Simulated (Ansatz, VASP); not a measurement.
# Cross-check of SiC (Moissanite 3C) between VASP and Ansatz

Wanted: the spread between two codes on one cell, functional and k mesh.

Main program and level: Ansatz 0.2.0; plane waves, with VASP 6.6.1 beside it; band structure at PBE-EpsX with an exact-exchange share of 0.143 and band structure at r2SCAN0.

**1. Set-up**

It takes space group F-43m (No. 216, cubic). Conventional cell: a = 4.358 Å, b = 4.358 Å, c = 4.358 Å, α = 90.00°, β = 90.00°, γ = 90.00°. Nearest to Si lie 4 C at 1.89 Å. C has 4 Si at 1.89 Å nearest. Farther neighbours are not listed.

Structure file:

```xyz
2
Lattice="0.0000 2.1790 2.1790 2.1790 0.0000 2.1790 2.1790 2.1790 0.0000" Properties=species:S:1:pos:R:3 pbc="T T T"
Si    0.0000    0.0000    0.0000
C     1.0895    1.0895    1.0895
```

**2. VASP: band structure, PBE-EpsX with an exact-exchange share of 0.143**

Levels along a path test the potential and the projectors away from the mesh points.

Lines of VASP's logs that name or quote its potential files are left out, and so is its time.

The run reads the wave functions of an earlier VASP run, which isn't shown here.

INCAR

```
SYSTEM = SiC
PREC = Accurate
ENCUT = 520
EDIFF = 1E-06
NELM = 100
ISMEAR = 0
SIGMA = 0.02
LREAL = .FALSE.
ALGO = Normal
LHFCALC = .TRUE.
AEXX = 0.143
GGA = PE
LASPH = .TRUE.
NBANDS = 10
PRECFOCK = Fast
HFRCUT = -1
LORBIT = 11
LWAVE = .FALSE.
LCHARG = .FALSE.
KPAR = 4
```

POSCAR

```
SiC
1.0
    0.0000000000      2.1790000000      2.1790000000
    2.1790000000      0.0000000000      2.1790000000
    2.1790000000      2.1790000000      0.0000000000
Si C
1 1
Direct
    0.0000000000      0.0000000000      0.0000000000
    0.2500000000      0.2500000000      0.2500000000
```

KPOINTS

```
Automatic mesh
0
Gamma
5 5 5
0 0 0
```

KPOINTS_OPT

```
Line mode
6
Line-mode
Reciprocal
  0.00000000   0.00000000   0.00000000 GAMMA
  0.50000000   0.00000000   0.50000000 X

  0.50000000   0.00000000   0.50000000 X
  0.50000000   0.25000000   0.75000000 W

  0.50000000   0.25000000   0.75000000 W
  0.37500000   0.37500000   0.75000000 K

  0.37500000   0.37500000   0.75000000 K
  0.00000000   0.00000000   0.00000000 GAMMA

  0.00000000   0.00000000   0.00000000 GAMMA
  0.50000000   0.50000000   0.50000000 L

  0.50000000   0.50000000   0.50000000 L
  0.62500000   0.25000000   0.62500000 U

  0.62500000   0.25000000   0.62500000 U
  0.50000000   0.25000000   0.75000000 W

  0.50000000   0.25000000   0.75000000 W
  0.50000000   0.50000000   0.50000000 L

  0.50000000   0.50000000   0.50000000 L
  0.37500000   0.37500000   0.75000000 K

  0.62500000   0.25000000   0.62500000 U
  0.50000000   0.00000000   0.50000000 X
```

PAW data sets: Si and C (PBE family, release 64).

Launch:

```
$ mpirun -np 4 vasp_std
```

Numbers of over 12 decimals in the logs are rounded to 6 here.

The program printed:

```text
[banner, memory and clock lines left out]
running    4 mpi-ranks, on    1 nodes
 distrk:  each k-point on    1 cores,    4 groups
 distr:  one band on    1 cores,    1 groups

 POSCAR found type information on POSCAR SiC
 POSCAR found :  2 types and       2 ions
 LDA part: xc-table for (Slater+PW92), standard interpolation
 found WAVECAR, reading the header
 POSCAR, INCAR and KPOINTS ok, starting setup
 FFT: planning ... GRIDC
 FFT: planning ... GRID_SOFT
 FFT: planning ... GRID
 HFRCUT set to (new)   8.515452
 reading WAVECAR
 the WAVECAR file was read successfully
 initial charge from wavefunction
 entering main loop
       N       E                     dE             d eps       ncg     rms          rms(c)
DAV:   1    -0.169700707430E+02   -0.16970E+02   -0.12090E-01   202   0.229E+00    0.156E+00
DAV:   2    -0.169704273374E+02   -0.35659E-03   -0.12190E-03   230   0.286E-01    0.971E-01
DAV:   3    -0.169702809503E+02    0.14639E-03   -0.65921E-05   222   0.576E-02    0.569E-01
DAV:   4    -0.169702313414E+02    0.49609E-04   -0.20349E-05   206   0.303E-02    0.327E-01
DAV:   5    -0.169702153371E+02    0.16004E-04   -0.61030E-06   204   0.178E-02    0.187E-01
DAV:   6    -0.169702101859E+02    0.51512E-05   -0.18328E-06   194   0.103E-02    0.107E-01
DAV:   7    -0.169702085604E+02    0.16255E-05   -0.54691E-07   106   0.594E-03    0.622E-02
DAV:   8    -0.169702080785E+02    0.48190E-06   -0.22809E-07   106   0.415E-03
   1 F= -.16970208E+02 E0= -.16970208E+02  d E =-.400401E-34
 Start KPOINTS_OPT (optional k-point list driver)
k-point batch [1-10\60]
       N       E                     dE             ncg
DAV:   1     0.346045739545E+03   -0.21437E+04      216
DAV:   2     0.136682268465E+03   -0.20936E+03      276
DAV:   3     0.129348469397E+03   -0.73338E+01      240
DAV:   4     0.129303071464E+03   -0.45398E-01      264
DAV:   5     0.129302906361E+03   -0.16510E-03      242
DAV:   6     0.129302905750E+03   -0.61105E-06      258
[...]
k-point batch [51-60\60]
       N       E                     dE             ncg
DAV:   1     0.252571161546E+03   -0.33999E+04      200
DAV:   2     0.763812499105E+02   -0.17619E+03      268
DAV:   3     0.704892991867E+02   -0.58920E+01      238
DAV:   4     0.704415747123E+02   -0.47724E-01      242
DAV:   5     0.704414382055E+02   -0.13651E-03      284
DAV:   6     0.704414377514E+02   -0.45406E-06      268
```

From OUTCAR (step 2):

```text
ion  position               nearest neighbor table
   1  0.000  0.000  0.000-   2 1.89   2 1.89   2 1.89   2 1.89
   2  0.250  0.250  0.250-   1 1.89   1 1.89   1 1.89   1 1.89

  LATTYP: Found a face centered cubic cell.
 ALAT       =     4.3580000000

 Subroutine GETGRP returns: Found 24 space group operations
 (whereof 24 operations were pure point group operations)

The static configuration has the point symmetry T_d .

 Found     10 irreducible k-points:

   k-points           NKPTS =     10   k-points in BZ     NKDIM =    125   number of bands    NBANDS=     10

   dimension x,y,z NGX =    24 NGY =   24 NGZ =   24
   dimension x,y,z NGXF=    48 NGYF=   48 NGZF=   48

   ENCUT  =  520.0 eV  38.22 Ry    6.18 a.u.   5.73  5.73  5.73*2*pi/ulx,y,z

   NELECT =       8.0000    total number of electrons

 k-points in reciprocal lattice and weights: Automatic mesh
   0.00000000  0.00000000  0.00000000       0.008
   0.20000000  0.00000000  0.00000000       0.064
   0.40000000  0.00000000  0.00000000       0.064
   0.20000000  0.20000000  0.00000000       0.048
   0.40000000  0.20000000  0.00000000       0.192
  -0.40000000  0.20000000  0.00000000       0.192
  -0.20000000  0.20000000  0.00000000       0.096
   0.40000000  0.40000000  0.00000000       0.048
  -0.40000000  0.40000000  0.00000000       0.096
  -0.40000000  0.40000000  0.20000000       0.192

  exchange ACFDT corr.  =         0.00000000  see jH, gK, PRB 81, 115126

 average (electrostatic) potential at core
       1 -78.0357       2 -42.2999

 E-fermi :   7.7219

 k-point     1 :       0.0000    0.0000    0.0000
  band No.  band energies     occupation
      1      -8.7880      2.00000
      2       7.5534      2.00000
      3       7.5534      2.00000
      4       7.5534      2.00000
      5      14.9662      0.00000
      6      16.0095      0.00000
      7      16.0095      0.00000
      8      16.0095      0.00000
      9      23.3975      0.00000
    ...

 k-point     2 :       0.2000    0.0000    0.0000
  band No.  band energies     occupation
      1      -7.9797      2.00000
      2       4.2486      2.00000
      3       7.0901      2.00000
      4       7.0901      2.00000
      5      14.8949      0.00000
      6      16.6496      0.00000
      7      16.6496      0.00000
      8      17.6186      0.00000
      9      21.7183      0.00000
    ...

 k-point     3 :       0.4000    0.0000    0.0000
  band No.  band energies     occupation
      1      -5.8100      2.00000
      2      -0.3947      2.00000
      3       6.5175      2.00000
      4       6.5175      2.00000
      5      14.1937      0.00000
      6      16.0963      0.00000
      7      16.0963      0.00000
      8      18.9164      0.00000
      9      24.6116      0.00000
    ...

  energy-cutoff  :      520.00
  volume of cell :       20.69
      direct lattice vectors                 reciprocal lattice vectors
     0.000000000  2.179000000  2.179000000    -0.229463056  0.229463056  0.229463056
     2.179000000  0.000000000  2.179000000     0.229463056 -0.229463056  0.229463056
     2.179000000  2.179000000  0.000000000     0.229463056  0.229463056 -0.229463056

 POSITION                                       TOTAL-FORCE (eV/Angst)
 -----------------------------------------------------------------------------------
      0.00000      0.00000      0.00000         0.000000      0.000000      0.000000
      1.08950      1.08950      1.08950        -0.000000     -0.000000     -0.000000
 -----------------------------------------------------------------------------------
    total drift:                                0.000002      0.000000      0.000001

  FREE ENERGIE OF THE ION-ELECTRON SYSTEM (eV)
  ---------------------------------------------------
  free  energy   TOTEN  =       -16.9702080785 eV

  energy  without entropy=      -16.9702080785  energy(sigma->0) =      -16.97020808

 total charge
# of ion       s       p       d       tot
------------------------------------------
    1        0.711   0.982   0.000   1.693
    2        0.835   1.716   0.000   2.551
--------------------------------------------------
tot          1.546   2.698   0.000   4.243

[... 3 further parts left out ...]
```

The k-mesh is coarse for unscreened exact exchange, which converges slowly with it.

**3. Ansatz: band structure, PBE-EpsX with an exact-exchange share of 0.143**

Ansatz runs on its default PAW (the set named soft_2) files.

The same cell, functional, mesh and smearing now go to Ansatz, which takes its cutoff from its data sets.

input.yaml

```yaml
crystal:
  lattice:
    - [0.0, 2.179, 2.179]
    - [2.179, 0.0, 2.179]
    - [2.179, 2.179, 0.0]
  atoms:
    - { symbol: Si, position: [0.0, 0.0, 0.0] }
    - { symbol: C, position: [0.25, 0.25, 0.25] }
hamiltonian:
  xc: { exchange: pbe, correlation: pbe, exx: { coeff: 0.143 } }
  pseudopotentials: { kind: paw }
kpoints:
  mp_grid: { grid: [5, 5, 5] }
  band_path:
    path:
      - [0.0, 0.0, 0.0]
      - [0.5, 0.0, 0.5]
      - [0.5, 0.2, 0.7]
      - [0.4, 0.35, 0.75]
      - [0.15, 0.15, 0.3]
      - [0.2, 0.2, 0.2]
      - [0.55, 0.4, 0.55]
      - [0.6, 0.25, 0.65]
      - [0.5, 0.25, 0.75]
      - [0.5, 0.5, 0.5]
      - [0.375, 0.375, 0.75]
      - [0.5, 0.0, 0.5]
    npoints: 1
scf:
  occupations: { method: gaussian, width: 0.02 }
  n_extra_bands: 7
output:
  forces: true
  stress: true
  eigenvalues: true
  write_density: true
  write_potential: true
  elf: true
  volumetric_format: npy
```

Launch:

```
$ ansatz run input.yaml --threads 4 --pin off --max-ram 9216MiB --backend cpu --events-out ev --progress --plain --runs-dir out
```

The program printed:

```text
Warning: output.stress: scf.convergence.dr2_threshold = 1e-7 eV (the SCF's general default) is looser than the 2e-10 eV advised for a printed stress (1e-10 eV for each atom of the cell: 2). What an SCF threshold leaves in a stress goes as its square root, and in the free energy as the threshold itself, and one threshold admits the most on a small cell: [figures from the program's tests cut] Set scf.convergence.dr2_threshold to 2e-10 eV or tighter. The threshold is an SCF's pass mark: one that does not reach it within its budget of iterations ends unconverged, or closes short of it on a stop that the run arms, and scf.convergence.dr2_threshold's page says what that costs each kind of run
Warning: output.stress: scf.exx.energy_threshold = 1e-6 eV is looser than the 2e-8 eV advised for a stress under a hybrid functional (1e-8 eV for each atom of the cell: 2). Every SCF of the exchange loop can meet its threshold on dr2 while the loop round them stops early: no threshold on dr2 bounds what that leaves in the stress. Set scf.exx.energy_threshold to 2e-8 eV or tighter. The threshold is the loop's pass mark: a loop that does not reach it within its budget of cycles ends unconverged, and scf.exx.energy_threshold's page has the law
scf.n_extra_bands = 7 over 4 filled bands (N_el = 8.0): the run solves 11 bands
Engine: ansatz 0.2.0, aarch64-unknown-linux-gnu
Pseudopotentials: kind: paw
Pseudopotential: Si, paw, valence charge 4, recommended cutoff 420 eV (normal), Si.paw.azcp
Pseudopotential: C, paw, valence charge 4, recommended cutoff 420 eV (normal), C.paw.azcp
Functional definition: unnamed
  parameter a_1 = 0.143
  exchange = (1 - a_1)*pbe_x + a_1*exact_x
  correlation = pbe_c
Crystal: 2 atoms, lattice volume = 20.692 Å³
Basis set: ecut = 420 eV, 411 PW (Γ), exchange–correlation on 48×48×48 points (8 copies of the dense FFT grid, shifted against one another)
Bands: 11, of which v1, the nominal top of the filled ones, is band 4 counted from 1 (3 counted from 0)
Symmetry: 24 space group operations
Space group: F-43m (ITA 216), of the structure as read, at distance tolerance 2.7e-5 Å
k-points: 10 of 125 (time reversal used)
Non-local potential: Si, projectors of the file, l = 0: 2, l = 1: 2, l = 2: 2
Non-local potential: C, projectors of the file, l = 0: 2, l = 1: 2, l = 2: 1
PAW form: soft (Blöchl's): semilocal exchange-correlation on the pseudo side does not see the compensation charge
PAW frozen core: Si, regenerated for the run's functional, and the local potential with it (the file was generated under x = pbe(κ = 0.804, μ = 0.219515), c = pbe(β = 0.066725))
PAW frozen core: C, regenerated for the run's functional, and the local potential with it (the file was generated under x = pbe(κ = 0.804, μ = 0.219515), c = pbe(β = 0.066725))
PAW one-centre angular grid: Si, 110 points (default); XC on 64 Gauss nodes
PAW one-centre angular grid: C, 110 points (default); XC on 64 Gauss nodes
Initial density: superposition of atomic densities (neutral atoms: chi_scale 0, normalization atom), corrected by the library's trained network
Initial wavefunctions: pseudopotential atomic-orbital guess
Functional: x = pbe(κ = 0.804, μ = 0.219515), c = pbe(β = 0.066725), warm-up for x = 0.857 pbe(κ = 0.804, μ = 0.219515) + 0.143 exact, c = pbe(β = 0.066725)
SCF iter   1: F=—  HF=-887.119758 eV  |F-HF|=—  |Δ(HF+E_count)|=         —  Δρ=1.03e-3  dr2=6.16e-5  ethr=1.77e-3  ⟨swp⟩=2.0  Hψ=754  notcnv=0
preconditioner: auto → none  [insulator: Δε(μ)=1.805 eV  Ē_g=17.537 eV  σ=0.020 eV  W_gap=1.00  n_scr=0 (ndim 8)  ℏωp=23.1 eV  f_vac=0.000  D(μ)=0.00/eV (n_scr^D=0)]
SCF iter   2: F=-887.119947 eV  HF=-887.119895 eV  |F-HF|=5.17e-5  |Δ(HF+E_count)|=   1.37e-4  Δρ=4.96e-4  dr2=9.52e-6  ethr=7.70e-7  ⟨swp⟩=3.1  Hψ=185  notcnv=0  defer=7
SCF 1 stopped early in 2 iterations: F = -887.119947 eV  dr2 = 9.52e-6
  greatest PAW one-centre occupation: 0.643 electrons in one spin orbital (limit 2), on the C atom at site 1 (counted from 0), in its partial waves of l = 0
Initial density: handed on by an earlier stage of this run
Initial wavefunctions: those handed on with the density
Functional: x = 0.857 pbe(κ = 0.804, μ = 0.219515) + 0.143 exact, c = pbe(β = 0.066725)
Frozen-core exchange: fock
SCF iter   1: F=—  HF=-887.612447 eV  |F-HF|=—  |Δ(HF+E_count)|=         —  Δρ=3.30e-3  dr2=1.35e-3  ethr=1.19e-6  ⟨swp⟩=7.4  Hψ=536  notcnv=0
preconditioner: auto → none  [insulator: Δε(μ)=2.735 eV  Ē_g=19.197 eV  σ=0.020 eV  W_gap=1.00  n_scr=0 (ndim 8)  ℏωp=23.1 eV  f_vac=0.000  D(μ)=0.00/eV (n_scr^D=0)]
SCF iter   2: F=—  HF=-887.612027 eV  |F-HF|=—  |Δ(HF+E_count)|=   4.21e-4  Δρ=1.57e-3  dr2=2.91e-4  ethr=1.19e-6  ⟨swp⟩=3.0  Hψ=192  notcnv=0
SCF iter   3: F=—  HF=-887.612626 eV  |F-HF|=—  |Δ(HF+E_count)|=   5.99e-4  Δρ=3.75e-4  dr2=3.63e-5  ethr=1.19e-6  ⟨swp⟩=2.3  Hψ=207  notcnv=0  defer=2
SCF iter   4: F=—  HF=-887.612618 eV  |F-HF|=—  |Δ(HF+E_count)|=   7.65e-6  Δρ=1.70e-4  dr2=8.18e-6  ethr=4.29e-7  ⟨swp⟩=3.2  Hψ=186  notcnv=0  defer=1
iter 5 solved again at ethr=1.54e-9 eV; its pass at ethr=7.75e-8 eV (dr2=1.23e-7 eV) is discarded
SCF iter   5: F=-887.612616 eV  HF=-887.612616 eV  |F-HF|=1.32e-7  |Δ(HF+E_count)|=   2.16e-6  Δρ=3.03e-5  dr2=5.53e-7  ethr=1.54e-9  ⟨swp⟩=3.4  Hψ=405  notcnv=0  defer=4
eigensolver tolerance schedule: the retry pair's looser diagonalisation over-reported the residual by 0.14 of it (diagonalisation noise at 0.14 of the residual, at the tolerance the schedule requests for it); recorded, not acted on — ethr = c·dr2/N_el stays at c = 1.0e-1
SCF 2 stopped early in 5 iterations: F = -887.612616 eV  dr2 = 5.53e-7
  greatest PAW one-centre occupation: 0.644 electrons in one spin orbital (limit 2), on the C atom at site 1 (counted from 0), in its partial waves of l = 0
hybrid outer 1: dexx = +6.570e-4 eV, tail = 1.41e-6 eV
Frozen-core exchange: fock
SCF iter   1: F=—  HF=-887.612619 eV  |F-HF|=—  |Δ(HF+E_count)|=         —  Δρ=1.91e-5  dr2=8.69e-8  ethr=8.84e-8  ⟨swp⟩=5.2  Hψ=259  notcnv=0
preconditioner: auto → none  [insulator: Δε(μ)=2.748 eV  Ē_g=19.196 eV  σ=0.020 eV  W_gap=1.00  n_scr=0 (ndim 8)  ℏωp=23.1 eV  f_vac=0.000  D(μ)=0.00/eV (n_scr^D=0)]
SCF iter   2: F=-887.612619 eV  HF=-887.612619 eV  |F-HF|=5.79e-10  |Δ(HF+E_count)|=   2.21e-8  Δρ=3.96e-6  dr2=4.56e-9  ethr=9.47e-10  ⟨swp⟩=2.5  Hψ=158  notcnv=0
SCF 3 converged in 2 iterations: F = -887.612619 eV  dr2 = 4.56e-9
  Residual-converged pass: ⟨swp⟩=3.1  Hψ=191  notcnv=0  max |occ|·‖R‖ = 2.1e-6 eV (tolerance 2.4e-6 eV)  dr2=4.44e-9  dr2_onsite=4.21e-11  max |Δocc| = 0.0e0
hybrid outer 2: dexx = +2.392e-8 eV, tail = 9.24e-9 eV, Δε = 3.70e-4 eV (about 4.25e-5 eV left of the loop's levels)
NSCF: frozen V_eff on 12 k-points
hybrid SCF converged: 2 outer / 7 inner (+2 warm-up), last move |dexx| = 2.39e-8 eV, tail = 9.24e-9 eV
Stability not checked: this state was not tested for a lower state beside it, because the functional holds exact exchange (a hybrid, or Hartree-Fock), whose exchange loop this test does not read (fock_operator; see scf.lower_state_search)
Free energy (F): -887.612619 eV
Frozen-core exchange: fock
Harris-Foulkes:  -887.612619 eV  (|F-HF|=5.79e-10)
Internal energy: -887.612619 eV  (E = F + TS)
E sigma→0 (E₀):  -887.612619 eV
Fermi energy:    10.309137 eV
--- Per-component energies (eV) ---
  E_band       = 21.489590
  E_kinetic    = 135.901385
  E_local      = -103.973365  (includes V_loc(G=0)·N_el)
  E_nonlocal   = 51.061479
  E_hartree    = 32.225403
  E_xc         = -91.980069
  E_vxc        = -95.468358  (∫ρ·V_xc dr)
  E_exx        = -10.569155  (= α·E_x^exact, valence–valence)
  E_paw        = -615.452253  (= ΣΔE_a)
  E_vpaw       = -9.344101  (= ΣTr[D̂ρ^β])
  E_aug_tail   = 0.000011  (compensation charges beyond the density's cutoff)
  E_ewald      = -284.783780
  E_core_change = -0.042274  (= ΣΔE_core)
  E_smearing   = -0.000000  (= −TS)
  E_closure    = -0.000001  (closes the sum)
  Σ components = -887.612619   (vs F -887.612619, Δ=0.00e0)
--- Forces (eV/Å), atoms counted from 1 ---
  atom   1  Si     0.00000000    -0.00000000    -0.00000000
  atom   2  C     -0.00000000     0.00000000    -0.00000000
  max |Σ_I F_I| component: 7.40e-17 eV/Å
--- Stress (GPa, compression-positive) ---
        0.566103      -0.000000       0.000000
       -0.000000       0.566103       0.000000
       -0.000000       0.000000       0.566103
  P = ⅓ Tr σ = 0.5661 GPa (5.661 kbar)
--- Band table (eV; the first three rows and the last of 10) ---
  k-point 0: bands = [-7.4070, 8.9354, 8.9354, 8.9354, 16.3204, 17.3951, 17.3951, 17.3951, ... 3 higher]
  k-point 1: bands = [-6.5956, 5.6245, 8.4711, 8.4711, 16.2635, 18.0307, 18.0307, 18.9859, ... 3 higher]
  k-point 2: bands = [-4.4285, 0.9880, 7.9009, 7.9009, 15.5614, 17.4720, 17.4720, 20.2775, ... 3 higher]
  k-point 9: bands = [-2.7230, 1.7855, 3.8229, 5.2961, 14.9005, 18.3765, 18.9658, 22.6390, ... 3 higher]
```

The job ended after 5.7 s (4 threads of Arm Neoverse V1, shared host; peak memory 0.45 GiB).

Reading the cycles: dr2 is the Hartree energy of the density residual (eV), the measure of convergence; HF is the Harris–Foulkes estimate of the energy, which meets the free energy F at convergence.

**4. Differences**

Known differences besides the potentials themselves: exact exchange at q = 0 is treated differently, which shows on coarse meshes; VASP keeps PBE cores, Ansatz makes them for the functional; the cutoff is 420 eV in Ansatz and 520 eV in VASP; VASP takes a coarser grid for exact exchange (PRECFOCK = Fast). Total energies have different zeros and are not compared.

Both answers:

```tsv
quantity	Ansatz	VASP	difference
gap over the path points (eV)	2.259	2.269	-0.010
```

Levels at points of the path, from each program's valence-band top (eV; 3 filled, then empty):

```tsv
k (reciprocal lattice)	Ansatz	VASP
0.000 0.000 0.000	0.00 0.00 0.00 7.38 8.46 8.46	0.00 0.00 0.00 7.41 8.46 8.46
0.500 0.000 0.500	-8.26 -3.38 -3.38 2.26 5.34 15.54	-8.25 -3.38 -3.38 2.27 5.34 15.57
0.500 0.200 0.700	-7.55 -5.07 -4.81 5.73 9.23 11.32	-7.55 -5.07 -4.80 5.74 9.24 11.34
0.400 0.350 0.750	-7.68 -5.82 -2.94 4.31 8.99 12.77	-7.68 -5.82 -2.95 4.32 9.00 12.79
0.150 0.150 0.300	-3.64 -2.15 -0.28 8.29 8.61 9.14	-3.63 -2.15 -0.28 8.29 8.62 9.14
0.200 0.200 0.200	-3.31 -0.46 -0.46 7.33 9.10 9.10	-3.31 -0.46 -0.46 7.34 9.10 9.10
0.550 0.400 0.550	-8.67 -2.85 -1.60 6.27 8.66 9.57	-8.67 -2.85 -1.60 6.28 8.68 9.58
0.600 0.250 0.650	-7.68 -5.82 -2.94 4.31 8.99 12.77	-7.68 -5.82 -2.95 4.32 9.00 12.79
0.500 0.250 0.750	-7.43 -5.28 -4.93 6.28 10.71 10.79	-7.43 -5.28 -4.93 6.29 10.72 10.80
0.500 0.500 0.500	-9.04 -1.11 -1.11 6.54 8.36 8.36	-9.04 -1.11 -1.11 6.55 8.37 8.37
```

Among the levels compared at these points, filled levels agree within 6 meV and empty ones within 28 meV.

[end of part 1 of 2]

[Lines on the potential files, build, host, timing and source positions are cut from VASP's logs without a mark.]

[Logs are printed without paths, hosts, clocks, repeated set-up lines and the standing remarks that a program may print on its own settings, such as how far it seeks lower states.]

[Hosts, paths, dates, database ids (printed as entryN), source tags and the programs' standing remarks are cut or masked in the printed files.]
